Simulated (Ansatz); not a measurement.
## Relaxing Bi

Theory: DFT PBE, scalar-relativistic, plane waves, PAW (Ansatz). Cutoff 420 eV, Γ-centred k mesh, Gaussian smearing, no spin polarisation in the final step.

Bi was placed on the sites of a reported C cell (P6_3/mmc, No. 194), at a guessed volume.

```
Bi
1.0
     4.42837    0.00000    0.00000
    -2.21419    3.83508    0.00000
     0.00000    0.00000   14.46294
Bi
8
Direct
  0.00000 0.00000 0.09375
  0.00000 0.00000 0.59375
  0.00000 0.00000 0.40625
  0.00000 0.00000 0.90625
  0.33333 0.66667 0.15625
  0.66667 0.33333 0.65625
  0.33333 0.66667 0.34375
  0.66667 0.33333 0.84375
```

Cell and atoms relax at zero pressure; the relaxation can't lower the symmetry of the start. After a coarse first stage the cell is made exact in the group found at 0.06 Å.

Energies count from the standard state of Bi at the same level.

(1) Describe the relaxed structure.

(2) What are its volume, energy, density and gap?

Results:

(1) It keeps P6_3/mmc (No. 194). Conventional cell: a = 5.478 Å, c = 13.696 Å. Around Bi on Wyckoff site e (4 atoms of the primitive cell) lie 4 Bi at 3.08–3.18 Å and 1 Bi at 3.77 Å; Bi on Wyckoff site f (4 atoms of the primitive cell) is coordinated by 4 Bi at 3.09–3.18 Å.

```
Bi
1.0
     5.47783    0.00000    0.00000
    -2.73891    4.74394    0.00000
     0.00000    0.00000   13.69619
Bi
8
Direct
  0.00000 0.00000 0.11244
  0.00000 0.00000 0.61244
  0.00000 0.00000 0.38756
  0.00000 0.00000 0.88756
  0.33333 0.66667 0.13713
  0.66667 0.33333 0.63713
  0.33333 0.66667 0.36287
  0.66667 0.33333 0.86287
```

(2) The volume per atom is 44.49 Å³, the density is 7.80 g/cm³ and the energy over the standard structure is 0.08 eV/atom. The gap on the 9×9×4 mesh is 0 eV (a metal).

The final run used a 9×9×4 mesh on its 8-atom cell and 0.10 eV smearing. For metals, differences of a few meV/atom aren't resolved. Spin–orbit coupling is left out. Symmetry constrained the relaxation, so the result can be a saddle point. The steps took roughly 3 core-minutes in all.

This form isn't the element's structure at ambient conditions.